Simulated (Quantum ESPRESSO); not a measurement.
# MoS2 (R-3m) in Quantum ESPRESSO: phonons with PBE

Aim: the phonons of MoS2 with PBE.

All numbers are computed with Quantum ESPRESSO 7.5; they aren't measurements. Logs are shortened: lines on timing, memory, paths and dates and some standing lists are left out, and cuts for length are marked.

## (1) Starting point

The structure is trigonal, space group R-3m (No. 166). Conventional cell: a = 3.171 Å, b = 3.171 Å, c = 18.345 Å, α = 90.00°, β = 90.00°, γ = 120.00°. Mo (site symmetry -3m) is surrounded by 6 S at 2.39 Å. S (site symmetry 3m) has 3 Mo at 2.39 Å as nearest neighbours.

Measurements of this composition are mostly on another form, of space group No. 194.

## (2) Phonons, PBE

The input, pw.in:

```
&CONTROL
  calculation = 'scf'
  prefix = 'pwscf'
  outdir = './tmp'
  pseudo_dir = './pseudo'
  tprnfor = .true.
  tstress = .true.
  disk_io = 'low'
/
&SYSTEM
  ibrav = 0
  nat = 3
  ntyp = 2
  ecutwfc = 45
  ecutrho = 360
  nbnd = 20
  occupations = 'smearing'
  smearing = 'fd'
  degauss = 0.00367493
/
&ELECTRONS
  conv_thr = 6d-10
  electron_maxstep = 120
  mixing_beta = 0.5
/
ATOMIC_SPECIES
Mo    95.9500 mo_pbe_v1.uspp.F.UPF
S     32.0600 s_pbe_v1.4.uspp.F.UPF
CELL_PARAMETERS angstrom
   1.5855000000    0.9153888518    6.1149966667
  -1.5855000000    0.9153888518    6.1149966667
   0.0000000000   -1.8307777036    6.1149966667
ATOMIC_POSITIONS crystal
Mo     0.0000000000    0.0000000000    0.0000000000
S      0.2500000000    0.2500000000    0.2500000000
S      0.7500000000    0.7500000000    0.7500000000
K_POINTS automatic
6 6 6 1 1 1
```

The input, relax.in:

```
&CONTROL
  calculation = 'relax'
  prefix = 'pwscf'
  outdir = './tmp'
  pseudo_dir = './pseudo'
  tprnfor = .true.
  tstress = .true.
  disk_io = 'low'
  nstep = 40
  forc_conv_thr = 0.0001
  etot_conv_thr = 1d-06
/
&SYSTEM
  ibrav = 0
  nat = 3
  ntyp = 2
  ecutwfc = 45
  ecutrho = 360
  nbnd = 20
  occupations = 'smearing'
  smearing = 'fd'
  degauss = 0.00367493
/
&ELECTRONS
  conv_thr = 6d-10
  electron_maxstep = 120
  mixing_beta = 0.5
/
&IONS
  ion_dynamics = 'bfgs'
/
ATOMIC_SPECIES
Mo    95.9500 mo_pbe_v1.uspp.F.UPF
S     32.0600 s_pbe_v1.4.uspp.F.UPF
CELL_PARAMETERS angstrom
   1.5855000000    0.9153888518    6.1149966667
  -1.5855000000    0.9153888518    6.1149966667
   0.0000000000   -1.8307777036    6.1149966667
ATOMIC_POSITIONS crystal
Mo     0.0000000000    0.0000000000    0.0000000000
S      0.2500000000    0.2500000000    0.2500000000
S      0.7500000000    0.7500000000    0.7500000000
K_POINTS automatic
6 6 6 1 1 1
```

The input, scf2.in:

```
&CONTROL
  calculation = 'scf'
  prefix = 'pwscf'
  outdir = './tmp'
  pseudo_dir = './pseudo'
  tprnfor = .true.
  tstress = .true.
  disk_io = 'low'
/
&SYSTEM
  ibrav = 0
  nat = 3
  ntyp = 2
  ecutwfc = 45
  ecutrho = 360
  nbnd = 20
  occupations = 'smearing'
  smearing = 'fd'
  degauss = 0.00367493
/
&ELECTRONS
  conv_thr = 1d-13
  electron_maxstep = 120
  mixing_beta = 0.5
  startingpot = 'file'
  startingwfc = 'file'
/
ATOMIC_SPECIES
Mo    95.9500 mo_pbe_v1.uspp.F.UPF
S     32.0600 s_pbe_v1.4.uspp.F.UPF
CELL_PARAMETERS angstrom
   1.5855000000    0.9153888518    6.1149966667
  -1.5855000000    0.9153888518    6.1149966667
   0.0000000000   -1.8307777036    6.1149966667
ATOMIC_POSITIONS crystal
Mo     0.0000000000    0.0000000000    0.0000000000
S      0.2468981968    0.2468981968    0.2468981968
S      0.7531018032    0.7531018032    0.7531018032
K_POINTS automatic
6 6 6 1 1 1
```

The input, ph.in:

```
phonons of MoS2
&INPUTPH
  prefix = 'pwscf'
  outdir = './tmp'
  tr2_ph = 1d-16
  fildyn = 'dyn'
  niter_ph = 60
  alpha_mix(1) = 0.4
/
0.0000000000 0.0000000000 0.0000000000
```

The input, dynmat.in:

```
&INPUT
  fildyn = 'dyn'
  asr = 'crystal'
  filout = 'dynmat.disp'
  fileig = 'dynmat.eig'
/
```

The input, relax_v0.99.in:

```
&CONTROL
  calculation = 'relax'
  prefix = 'pwscf'
  outdir = './tmp'
  pseudo_dir = './pseudo'
  tprnfor = .true.
  tstress = .true.
  disk_io = 'low'
  nstep = 30
  forc_conv_thr = 0.0001
  etot_conv_thr = 1d-06
/
&SYSTEM
  ibrav = 0
  nat = 3
  ntyp = 2
  ecutwfc = 45
  ecutrho = 360
  nbnd = 20
  occupations = 'smearing'
  smearing = 'fd'
  degauss = 0.00367493
/
&ELECTRONS
  conv_thr = 1d-13
  electron_maxstep = 120
  mixing_beta = 0.5
/
&IONS
  ion_dynamics = 'bfgs'
/
ATOMIC_SPECIES
Mo    95.9500 mo_pbe_v1.uspp.F.UPF
S     32.0600 s_pbe_v1.4.uspp.F.UPF
CELL_PARAMETERS angstrom
   1.5801972848    0.9123273278    6.0945450201
  -1.5801972848    0.9123273278    6.0945450201
   0.0000000000   -1.8246546555    6.0945450201
ATOMIC_POSITIONS crystal
Mo     0.0000000000    0.0000000000    0.0000000000
S      0.2468981968    0.2468981968    0.2468981968
S      0.7531018032    0.7531018032    0.7531018032
K_POINTS automatic
6 6 6 1 1 1
```

The input, ph_v0.99.in:

```
phonons at 0.99 of the volume
&INPUTPH
  prefix = 'pwscf'
  outdir = './tmp'
  tr2_ph = 1d-16
  fildyn = 'dyn_v0.99'
  niter_ph = 60
  alpha_mix(1) = 0.4
/
0.0000000000 0.0000000000 0.0000000000
```

The input, relax_v1.01.in:

```
&CONTROL
  calculation = 'relax'
  prefix = 'pwscf'
  outdir = './tmp'
  pseudo_dir = './pseudo'
  tprnfor = .true.
  tstress = .true.
  disk_io = 'low'
  nstep = 30
  forc_conv_thr = 0.0001
  etot_conv_thr = 1d-06
/
&SYSTEM
  ibrav = 0
  nat = 3
  ntyp = 2
  ecutwfc = 45
  ecutrho = 360
  nbnd = 20
  occupations = 'smearing'
  smearing = 'fd'
  degauss = 0.00367493
/
&ELECTRONS
  conv_thr = 1d-13
  electron_maxstep = 120
  mixing_beta = 0.5
/
&IONS
  ion_dynamics = 'bfgs'
/
ATOMIC_SPECIES
Mo    95.9500 mo_pbe_v1.uspp.F.UPF
S     32.0600 s_pbe_v1.4.uspp.F.UPF
CELL_PARAMETERS angstrom
   1.5907674806    0.9184300331    6.1353124195
  -1.5907674806    0.9184300331    6.1353124195
   0.0000000000   -1.8368600662    6.1353124195
ATOMIC_POSITIONS crystal
Mo     0.0000000000    0.0000000000    0.0000000000
S      0.2468981968    0.2468981968    0.2468981968
S      0.7531018032    0.7531018032    0.7531018032
K_POINTS automatic
6 6 6 1 1 1
```

The input, ph_v1.01.in:

```
phonons at 1.01 of the volume
&INPUTPH
  prefix = 'pwscf'
  outdir = './tmp'
  tr2_ph = 1d-16
  fildyn = 'dyn_v1.01'
  niter_ph = 60
  alpha_mix(1) = 0.4
/
0.0000000000 0.0000000000 0.0000000000
```

Potentials or basis: GBRV 1.5 PBE.

Launch:

```bash
$ OMP_NUM_THREADS=1 pw.x -in pw.in > pw.out
$ OMP_NUM_THREADS=1 pw.x -in relax.in > relax.out
$ OMP_NUM_THREADS=1 pw.x -in scf2.in > scf2.out
$ OMP_NUM_THREADS=1 ph.x -in ph.in > ph.out
$ OMP_NUM_THREADS=1 dynmat.x -in dynmat.in > dynmat.out
$ OMP_NUM_THREADS=1 pw.x -in relax_v0.99.in > relax_v0.99.out
$ OMP_NUM_THREADS=1 ph.x -in ph_v0.99.in > ph_v0.99.out
$ OMP_NUM_THREADS=1 pw.x -in relax_v1.01.in > relax_v1.01.out
$ OMP_NUM_THREADS=1 ph.x -in ph_v1.01.in > ph_v1.01.out
```

pw.out:

```text
This program is part of the open-source Quantum ESPRESSO suite
     for quantum simulation of materials; please cite
[... 9 lines left out ...]
     --------------------
     sticks:   dense  smooth     PW     G-vecs:    dense   smooth      PW
     Sum        2017    1001    335                41493    14647    2801

     Using Slab Decomposition

     bravais-lattice index     =            0
     lattice parameter (alat)  =      12.0625  a.u.
     unit-cell volume          =     359.3486 (a.u.)^3
     number of atoms/cell      =            3
     number of atomic types    =            2
     number of electrons       =        26.00
     number of Kohn-Sham states=           20
     kinetic-energy cutoff     =      45.0000  Ry
     charge density cutoff     =     360.0000  Ry
     scf convergence threshold =      6.0E-10
     mixing beta               =       0.5000
     number of iterations used =            8  plain     mixing
     Exchange-correlation=  SLA  PW   PBX  PBC
                           (   1   4   3   4   0   0   0)

     celldm(1)=  12.062454  celldm(2)=   0.000000  celldm(3)=   0.000000
     celldm(4)=   0.000000  celldm(5)=   0.000000  celldm(6)=   0.000000

     crystal axes: (cart. coord. in units of alat)
               a(1) = (   0.248387   0.143406   0.957987 )
               a(2) = (  -0.248387   0.143406   0.957987 )
               a(3) = (   0.000000  -0.286813   0.957987 )

     reciprocal axes: (cart. coord. in units 2 pi/alat)
               b(1) = (  2.012985  1.162197  0.347952 )
               b(2) = ( -2.012985  1.162197  0.347952 )
               b(3) = ( -0.000000 -2.324395  0.347952 )

     PseudoPot. # 1 for Mo read from file:
     mo_pbe_v1.uspp.F.UPF
     Pseudo is Ultrasoft + core correction, Zval = 14.0
     Generated by new atomic code, or converted to UPF format
     Using radial grid of  889 points,  6 beta functions with:
                l(1) =   0
                l(2) =   0
                l(3) =   1
                l(4) =   1
                l(5) =   2
                l(6) =   2
     Q(r) pseudized with  6 coefficients,  rinner =    1.000   1.000   1.000
                                                       1.000   1.000

     PseudoPot. # 2 for S  read from file:
     s_pbe_v1.4.uspp.F.UPF
     Pseudo is Ultrasoft + core correction, Zval =  6.0
     Generated by new atomic code, or converted to UPF format
     Using radial grid of  907 points,  6 beta functions with:
                l(1) =   0
                l(2) =   0
                l(3) =   1
                l(4) =   1
                l(5) =   2
                l(6) =   2
     Q(r) pseudized with  8 coefficients,  rinner =    1.300   1.300   1.300
                                                       1.300   1.300

     atomic species   valence    mass     pseudopotential
     Mo               14.00    95.95000     Mo( 1.00)
     S                 6.00    32.06000     S ( 1.00)

     12 Sym. Ops., with inversion, found

   Cartesian axes

     site n.     atom                  positions (alat units)
         1        Mo     tau(   1) = (   0.0000000   0.0000000   0.0000000  )
         2        S      tau(   2) = (   0.0000000   0.0000000   0.7184899  )
         3        S      tau(   3) = (   0.0000000  -0.0000000   2.1554698  )

     number of k points=    28  Fermi-Dirac smearing, width (Ry)=  0.0037
                       cart. coord. in units 2pi/alat
        k(    1) = (   0.0000000   0.0000000   0.0869880), wk =   0.0185185
        k(    2) = (  -0.0000000  -0.3873992   0.1449800), wk =   0.0555556
        k(    3) = (  -0.0000000  -0.7747983   0.2029720), wk =   0.0555556
        k(    4) = (   0.0000000   1.1621975  -0.0869880), wk =   0.0555556
        k(    5) = (   0.0000000   0.7747983  -0.0289960), wk =   0.0555556
        k(    6) = (   0.0000000   0.3873992   0.0289960), wk =   0.0555556
[... 20 lines left out ...]
        k(   27) = (  -0.0000000  -0.0000000   0.4349400), wk =   0.0185185
        k(   28) = (  -0.0000000   1.9369958   0.1449800), wk =   0.0555556

     Dense  grid:    41493 G-vectors     FFT dimensions: (  75,  75,  75)

     Smooth grid:    14647 G-vectors     FFT dimensions: (  54,  54,  54)

     Initial potential from superposition of free atoms

     starting charge      25.9989, renormalised to      26.0000
     Starting wfcs are   21 randomized atomic wfcs

     Self-consistent Calculation

     iteration #  1     ecut=    45.00 Ry     beta= 0.50
     Davidson diagonalization with overlap
     ethr =  1.00E-02,  avg # of iterations =  4.8

     Threshold (ethr) on eigenvalues was too large:
     Diagonalizing with lowered threshold

     Davidson diagonalization with overlap
     ethr =  3.25E-04,  avg # of iterations =  2.8

     total energy              =    -187.64600908 Ry
     estimated scf accuracy    <       0.09706781 Ry

     iteration #  2     ecut=    45.00 Ry     beta= 0.50
     Davidson diagonalization with overlap
     ethr =  3.73E-04,  avg # of iterations =  2.9
[... 11 lines left out ...]
     iteration #  4     ecut=    45.00 Ry     beta= 0.50
     Davidson diagonalization with overlap
     ethr =  2.06E-04,  avg # of iterations =  1.0

     total energy              =    -187.66770008 Ry
     estimated scf accuracy    <       0.00073959 Ry

     iteration #  5     ecut=    45.00 Ry     beta= 0.50
     Davidson diagonalization with overlap
     c_bands:  1 eigenvalues not converged
     ethr =  2.84E-06,  avg # of iterations =  7.9

     total energy              =    -187.66780188 Ry
     estimated scf accuracy    <       0.00002533 Ry

     iteration #  6     ecut=    45.00 Ry     beta= 0.50
     Davidson diagonalization with overlap
     ethr =  9.74E-08,  avg # of iterations =  4.0

     total energy              =    -187.66781320 Ry
     estimated scf accuracy    <       0.00000129 Ry
[... 12 lines left out ...]
     total energy              =    -187.66781369 Ry
     estimated scf accuracy    <          8.6E-09 Ry

     iteration #  9     ecut=    45.00 Ry     beta= 0.50
     Davidson diagonalization with overlap
     ethr =  3.29E-11,  avg # of iterations =  2.1

     End of self-consistent calculation

          k = 0.0000 0.0000 0.0870 (  1834 PWs)   bands (ev):

   -50.5428 -24.6043 -24.5289 -24.5289  -3.8812  -2.2837   4.2729   7.0754
     7.0754   9.2413  10.2436  10.2436  10.2890  11.0364  11.0364  14.6782
    14.6782  17.3347  18.1606  20.7478

          k =-0.0000-0.3874 0.1450 (  1849 PWs)   bands (ev):

   -50.5328 -24.6297 -24.5839 -24.5519  -3.4276  -2.2265   4.8332   6.3370
     7.2747   8.2866   9.3492   9.3871  10.2260  11.6315  11.9195  13.9084
    14.5205  18.7373  19.2404  20.2534
[... 13 lines left out ...]
          k = 0.0000 0.7748-0.0290 (  1836 PWs)   bands (ev):

   -50.5127 -24.8261 -24.5973 -24.5431  -2.5055  -1.9017   5.3119   5.7301
     6.3992   7.1638   8.4711   9.3658   9.6124  12.2197  12.3409  14.5977
    15.0831  17.6949  18.4679  19.8347

          k = 0.0000 0.3874 0.0290 (  1845 PWs)   bands (ev):

   -50.5328 -24.6297 -24.5839 -24.5519  -3.4555  -2.1840   4.7757   6.3104
     7.2667   8.2890   9.3769   9.7511  10.0506  11.4519  11.9175  14.0612
    14.4495  18.6222  19.1024  20.3555

          k =-0.3355-0.1937 0.2030 (  1851 PWs)   bands (ev):

   -50.5328 -24.6297 -24.5839 -24.5519  -3.3871  -2.2892   5.0192   6.2079
     7.2751   8.2200   9.2529   9.3774  10.3206  11.6473  11.8614  14.1090
    14.4985  18.5556  19.2977  20.3018

          k =-0.3355-0.5811 0.2610 (  1834 PWs)   bands (ev):

   -50.5177 -24.7585 -24.6058 -24.5531  -2.6276  -2.1413   5.4155   6.2058
     6.4157   7.6289   7.8041   9.1924  10.5163  11.4515  12.6162  13.7310
    14.9632  19.1421  19.9963  20.4085

          k =-0.3355 1.3559-0.0290 (  1823 PWs)   bands (ev):

   -50.5026 -24.8719 -24.6721 -24.5227  -2.0865  -1.5290   4.8409   5.4292
     6.4498   7.3866   7.5572   8.3309  10.6967  12.0313  12.9231  13.8914
    15.3045  18.3571  18.5916  19.6673

          k =-0.3355 0.9685 0.0290 (  1823 PWs)   bands (ev):

   -50.5026 -24.8719 -24.6721 -24.5227  -2.0212  -1.6176   4.8288   5.7001
     6.5741   7.0313   7.7065   8.0505  10.7635  12.0089  12.9144  13.5859
    16.0361  17.8983  18.8202  19.7677
[... 55 lines left out ...]
          k =-0.0000-0.3874 0.3190 (  1850 PWs)   bands (ev):

   -50.5328 -24.6297 -24.5840 -24.5518  -3.3178  -2.3869   5.1536   6.2600
     7.2914   8.1648   8.9066   9.3214  10.3509  11.8680  12.0030  13.7735
    14.6405  18.7747  19.7499  20.1254

          k = 0.0000 1.5496 0.0290 (  1838 PWs)   bands (ev):

   -50.5127 -24.8261 -24.5973 -24.5431  -2.4802  -1.9161   4.9961   5.5987
     6.9753   7.1943   8.6038   9.2912   9.3284  12.1920  12.7504  14.4028
    14.7805  17.8658  18.1759  20.1867

          k = 0.0000 1.1622 0.0870 (  1823 PWs)   bands (ev):

   -50.5026 -24.9221 -24.6198 -24.5225  -2.2148  -1.3582   4.1285   5.8119
     6.4319   6.9783   8.3801   9.2315   9.5811  12.3117  13.1374  14.9101
    15.6106  16.6517  17.4572  18.7835

          k =-0.3355-0.1937 0.3769 (  1845 PWs)   bands (ev):

   -50.5328 -24.6297 -24.5839 -24.5519  -3.2621  -2.4639   5.4740   5.9870
     7.2917   8.1213   8.7983   9.3494  10.4204  11.8118  11.9815  14.0001
    14.6151  18.6640  19.5219  20.1628
[... 25 lines left out ...]
          k =-0.0000 1.9370 0.1450 (  1840 PWs)   bands (ev):

   -50.5328 -24.6297 -24.5840 -24.5519  -3.2134  -2.5264   5.5875   5.9770
     7.3001   8.0540   8.6933   9.3211  10.4091  11.8162  12.1617  13.8155
    14.6861  18.7747  19.8167  20.1258

     the Fermi energy is    11.1372 ev

!    total energy              =    -187.66781369 Ry
     estimated scf accuracy    <          2.6E-10 Ry
     smearing contrib. (-TS)   =      -0.00034594 Ry
     internal energy E=F+TS    =    -187.66746775 Ry

     The total energy is F=E-TS. E is the sum of the following terms:
     one-electron contribution =     -86.55841336 Ry
     hartree contribution      =      54.53230624 Ry
     xc contribution           =     -36.35743774 Ry
     ewald contribution        =    -119.28392290 Ry

     convergence has been achieved in   9 iterations

     Forces acting on atoms (cartesian axes, Ry/au):

     atom    1 type  1   force =     0.00000000   -0.00000000   -0.00000000
     atom    2 type  2   force =     0.00000000    0.00000000   -0.03612279
     atom    3 type  2   force =    -0.00000000   -0.00000000    0.03612279

     Total force =     0.051085     Total SCF correction =     0.000012

     Computing stress (Cartesian axis) and pressure

          total   stress  (Ry/bohr**3)                   (kbar)     P=       75.95
   0.00043466   0.00000000   0.00000000           63.94        0.00        0.00
   0.00000000   0.00043466   0.00000000            0.00       63.94        0.00
  -0.00000000  -0.00000000   0.00067961           -0.00       -0.00       99.97

=------------------------------------------------------------------------------=
   JOB DONE.
=------------------------------------------------------------------------------=
```

Run time: 51 min. Hardware: 1 thread of Intel Xeon Platinum 8488C (Sapphire Rapids), shared host; peak memory 0.27 GiB.

What came out:

```
Free energy                   : -2553.4022 eV
Pressure after relaxing       : 1.8 GPa
Band gap on the k mesh        : none (metal or under the smearing width)
Highest phonon frequency at Γ : 399 cm⁻¹
```

Step by step:
```
step  energy change (eV)  largest force (eV/Å)  pressure (GPa)
   1              0.0000                0.9288            7.60
   2             -0.0292                0.5996            5.60
   3             -0.0471                0.2594            3.47
   4             -0.0515                0.0112            1.92
   5             -0.0515                0.0002            1.85
```

Final structure:
```xyz
3
Lattice="1.5855 0.9154 6.1150 -1.5855 0.9154 6.1150 0.0000 -1.8308 6.1150" Properties=species:S:1:pos:R:3 pbc="T T T"
Mo    0.0000    0.0000    0.0000
S     0.0000    0.0000    4.5293
S     0.0000    0.0000   13.8156
```

Phonon frequencies in cm⁻¹ (negative: imaginary):
```tsv
q point	frequencies
(0.000, 0.000, 0.000)	4 5 5 220 220 264 264 360 399
```

Optical modes at Γ, degenerate ones joined:
| cm⁻¹ | components | symmetry | active in |
| --- | --- | --- | --- |
| 220 | 2 | Eu | IR |
| 264 | 2 | Eg | Raman |
| 360 | 1 | A1g | Raman |
| 399 | 1 | A2u | IR |

Caveat: the k mesh is coarse (spacing up to 0.39 Å⁻¹), so the values aren't converged.
